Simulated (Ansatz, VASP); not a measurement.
**One calculation of GaN, two programs**

File INCAR:

```
SYSTEM = GaN
PREC = Accurate
ENCUT = 520
EDIFF = 1E-6
ISMEAR = 1
SIGMA = 0.02
LREAL = .FALSE.
LASPH = .TRUE.
NELM = 150
ALGO = Normal
ISIF = 2
LWAVE = .FALSE.
LCHARG = .TRUE.
MAGMOM = 0 0 0 0 0 0
LORBIT = 11
LSORBIT = .TRUE.
GGA_COMPAT = .FALSE.
LORBMOM = .TRUE.
GGA = PE
LVHAR = .TRUE.
NBANDS = 30
```

Contents of KPOINTS:

```
Automatic mesh
0
G
  8 8 8
  0 0 0
```

POSCAR

```
GaN
1.0
    3.1869310000      0.0000000000      0.0000000000
    1.5934655000      2.7599632061      0.0000000000
    1.5934655000      0.9199877354      2.6021182652
Ga N
1 1
Direct
    0.0000000000      0.0000000000      0.0000000000
    0.7500000000      0.7500000000      0.7500000000
```

Input for Ansatz:

```yaml
crystal:
  lattice:
    - [3.186931, 0.0, 0.0]
    - [1.5934655000000004, 2.7599632061081447, 0.0]
    - [1.5934655000000004, 0.9199877353693817, 2.6021182651525785]
  atoms:
    - { symbol: Ga, position: [0.0, 0.0, 0.0] }
    - { symbol: "N", position: [0.7500000000000001, 0.75, 0.75] }
basis:
  ecutwfc: 450.0
kpoints:
  mp_grid:
    grid: [8, 8, 8]
hamiltonian:
  xc: pbe
magnetization:
  noncollinear: true
  spin_orbit: true
scf:
  occupations:
    method: cold
    width: 0.02
output:
  eigenvalues: true
```

The cell is a database's computed one.

Alike in both runs: task single point; functional PBE; k mesh 8 × 8 × 8; non-collinear spin, spin-orbit coupling.

```csv
,VASP,Ansatz
version,VASP 6.6.1,Ansatz 0.2.0
potentials or method,"VASP PAW PBE potentials, release 64 (Ga_d, N)","plane waves, PAW"
plane-wave cutoff (eV),520,450
occupations,"methfessel-paxton of order 1, width 0.02 eV","cold, width 0.02 eV"
valence electrons in the cell,18,18
```

|  | VASP | Ansatz | Ansatz less VASP |
| --- | --- | --- | --- |
| gap on the k mesh at the Fermi level (eV) | 1.72 | 1.71 | -0.006 |
| net moment per atom (μB) | 0.00 | 0.00 | 0.000 |
